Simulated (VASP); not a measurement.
Here is a VASP 6.6.1 calculation.

File POSCAR:

```
PbSe
1.0
    0.0000000000      3.0696893610      3.0696893610
    3.0696893610      0.0000000000      3.0696893610
    3.0696893610      3.0696893610      0.0000000000
Pb Se
1 1
Direct
    0.0000000000      0.0000000000      0.0000000000
    0.5000000000      0.5000000000      0.5000000000
```

Contents of INCAR.step1:

```
SYSTEM = PbSe
ALGO = Normal ; EDIFF = 1E-4
ENCUT = 520 ; GGA = PE
ISMEAR = 0 ; LASPH = .True.
LCHARG = .False. ; LREAL = .False.
LWAVE = .True. ; NBANDS = 17
NELM = 60 ; PREC = Accurate
SIGMA = 0.01
```

The input INCAR.step2:

```
SYSTEM = PbSe
ALGO = Normal ; EDIFF = 1E-7
ENCUT = 520 ; ISIF = 2
ISMEAR = 0 ; ISTART = 1
LASPH = .True. ; LCHARG = .True.
LELF = .True. ; LMIXTAU = .True.
LREAL = .False. ; LVHAR = .True.
LWAVE = .False. ; METAGGA = R2SCAN
NBANDS = 17 ; NELM = 60
PREC = Accurate ; SIGMA = 0.01
```

File KPOINTS:

```
k-points
0
Gamma
  6 6 6
  0 0 0
```

Potentials or basis: VASP PAW PBE potentials, release 64 (Pb_d, Se).

Run with:

```bash
$ cat potpaw_PBE.64/Pb_d/POTCAR potpaw_PBE.64/Se/POTCAR > POTCAR
$ cp INCAR.step1 INCAR
$ mpirun -np 1 vasp_std > vasp.out
$ cp INCAR.step2 INCAR
$ mpirun -np 1 vasp_std > vasp.out
```

Problem. Estimate the band gap on the k mesh.

Solution. 0.61 eV, direct.

Problem. Predict the pressure.

Solution. 1.0 GPa.

Caveat: the PAW data sets were made with another functional, which shifts forces and pressure a little; spin-orbit coupling is left out, which moves the levels of the heavy elements.

**Experimental background.**

A printed reference work, monograph reports, for a bulk crystal of PbSe at 300 K: band gap 0.28 eV (direct).

Measured gap of PbSe: 0.28 eV (direct; 300 K; a printed reference work, monograph). This calculation gives 0.61 eV (+0.33 eV). 2 values of this kind are on record (0.15 to 0.28 eV); this one was drawn at random. Spin-orbit coupling on Pb, Se is left out. The value is that of r2SCAN on a finite k mesh, which can miss the band edges, without temperature or zero-point motion.
